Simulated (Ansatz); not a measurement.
Reactions of C₆H₁₄ (`CCCC(C)C`).

Program: Ansatz. Geometries: PBE0-D4/def2-TZVP. ΔE: electronic, gas phase. CCSD(T)/CBS adds triple-zeta CCSD(T) − MP2 to the extrapolated MP2 energy (def2 sets, frozen cores). This one scheme is used for every species, atoms too. DFT in def2-TZVPP. B3LYP here is the variant with VWN-RPA as its local correlation; programs differ in this. Open shells (•) are unrestricted, without spin–orbit coupling. Spin–orbit coupling would lower the free atoms: a little for C. Bonds to Ge are less sure, by a few kJ/mol each and by 10 to 20 or more in all where they break to atoms, as the def2 sets lack core-valence functions. Scalar relativity is left out up to krypton. Each species was taken in one conformer, which may not be the lowest.

| reaction | PBE0-D4 (kcal/mol) | B3LYP-D4 (kcal/mol) | CCSD/CBS(def2) (kcal/mol) | B2PLYP (kcal/mol) | CCSD(T)/CBS(def2) (kcal/mol) |
| --- | --- | --- | --- | --- | --- |
| `CCCC(C)C` + H₂O → `CC(C)CCO` + CH₄ | 7.8 | 6.5 | 9.2 | 6.7 | 9.3 |
| `CCCC(C)C` + H₂ → `CC(C)C` + ethane | -15.7 | -16.2 | -15.9 | -17.8 | -14.6 |
| `CCCC(C)C` + H₂ → `CCC(C)C` + CH₄ | -17.0 | -17.5 | -17.3 | -18.6 | -16.4 |
| `CCCC(C)C` + `F[SiH](S)S` → `CS[SiH](F)S` + `CCCCC` | 2.4 | 2.0 | 3.5 | 2.4 | 3.5 |
| `CCCC(C)C` → `CCC(C)CC` | 0.9 | 0.9 | 0.9 | 1.0 | 0.9 |
| `CCCC(C)C` → 6 C• + 14 H• | 1902.7 | 1892.4 | 1870.7 | 1873.2 | 1890.7 |
| `CCCC(C)C` → `CCCCC` + `[CH2]` (triplet) | 104.1 | 102.7 | 102.5 | 101.9 | 105.4 |
| `CCCC(C)C` + `C[S][GeH3]` → `C[S][GeH2][CH3]` + `CCCCC` | -7.3 | -7.5 | -7.5 | -8.1 | -7.3 |
| `CCCC(C)C` → `CC(C)C(C)C` | -0.1 | -0.1 | -0.2 | 0.1 | -0.5 |
| `CCCC(C)C` + `C=N` → `C=NCC` + `CC(C)C` | 0.1 | -0.4 | 1.2 | -0.9 | 1.3 |

Largest T1 diagnostic: 0.012, for `C=N`.
